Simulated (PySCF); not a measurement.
## One molecule, many functionals

Species: norbornadiene, C₇H₈.
Z-matrix (Å and degrees, PBE0-D3(BJ)/def2-SVP geometry), rows numbered from 1:
```
C 
C   1  1.3365
C   2  1.5347  1  106.97
C   3  1.5347  2  107.34  1    65.50
C   4  1.3365  3  106.96  2   -65.48
C   1  1.5347  2  106.97  3    -0.01
C   3  1.5481  2   98.46  1   -36.16
H   1  1.0906  2  128.06  3  -176.46
H   2  1.0906  1  128.04  3   176.46
H   3  1.0976  2  116.03  1  -162.89
H   4  1.0906  3  124.88  2   111.16
H   5  1.0906  4  128.05  3   176.51
H   6  1.0976  1  116.03  2   162.91
H   7  1.1006  3  113.21  2   171.01
H   7  1.1006  3  113.23  2   -61.98
```

Linear-response calculations in the def2-SVPD basis (PySCF; singlets by full response, triplets Tamm–Dancoff, core orbitals frozen in the response; HF means time-dependent Hartree–Fock). 'Strongest' is the level of largest summed f among the singlets computed (10 roots, of which the last may lack a degenerate partner); it can jump between rows when another state enters that window. S1 is the lowest singlet of each run and needn't be the same state throughout; f(S1) is that of one state. Isolated species at its PBE0-D3(BJ)/def2-SVP geometry, gas phase.

```csv
functional,kind,S1 (eV),f(S1),strongest (eV),T1 (eV),HOMO (eV),gap (eV),"ionisation energy, ΔSCF (eV)"
LDA,LDA,4.51,0.000,6.48,3.58,-5.60,4.00,8.60
PBE,GGA,4.56,0.000,6.49,3.44,-5.43,4.06,8.37
B3LYP,"global hybrid, 20% exact exchange",4.88,0.000,6.76,3.48,-6.28,5.67,8.45
PBE0,"global hybrid, 25% exact exchange",5.00,0.000,6.92,3.44,-6.49,6.12,8.46
BHandHLYP,"global hybrid, 50% exact exchange",5.25,0.000,7.12,3.41,-7.39,8.08,8.37
CAM-B3LYP,range-separated hybrid,5.21,0.000,7.08,3.53,-7.81,8.56,8.60
wB97X-D,range-separated hybrid,5.23,0.000,7.17,3.64,-8.34,9.79,8.55
LC-wPBE,range-separated hybrid,5.57,0.000,7.55,3.50,-9.21,11.13,8.82
```

Q: What does HF (Hartree–Fock) give?

A: S1 (eV) 5.53, f(S1) 0.000, strongest (eV) 7.06, T1 (eV) 2.97, HOMO (eV) -8.71, gap (eV) 11.52, ionisation energy, ΔSCF (eV) not settled. S1 runs from 4.51 eV (LDA) to 5.57 eV (LC-wPBE), a spread of 1.05 eV, while the orbital gap spreads over 7.5 eV. Along PBE (0%), B3LYP (20%), PBE0 (25%), BHandHLYP (50%), HF (100%) S1 rises with the share of exact exchange. −ε(HOMO) comes closest to its own ΔSCF ionisation energy with wB97X-D (-0.21 eV) and misses most with LDA (-3.00 eV). The lowest singlet of a reference set is 1A2(π→π*) at 5.64 eV (computed, CC3/TZVP, gas; arXiv:2401.06101 (2024), CC3 reference column of Thiel's set). The lowest computed singlet differs from it by LC-wPBE -0.07, HF -0.11, BHandHLYP -0.39, wB97X-D -0.41, CAM-B3LYP -0.43, PBE0 -0.64, B3LYP -0.76, PBE -1.08, LDA -1.13 eV; geometry and basis of the reference needn't be the same. The lowest triplet of a reference set is 3A2(π→π*) at 3.72 eV (computed, CC3/TZVP, gas; arXiv:2401.06101 (2024), CC3 reference column of Thiel's set). The lowest computed triplet differs from it by wB97X-D -0.08, LDA -0.14, CAM-B3LYP -0.19, LC-wPBE -0.22, B3LYP -0.24, PBE0 -0.28, PBE -0.28, BHandHLYP -0.31, HF -0.75 eV; geometry and basis of the reference needn't be the same. 'Not settled' means that the ion's SCF failed to converge or may have ended in another state than the lowest.
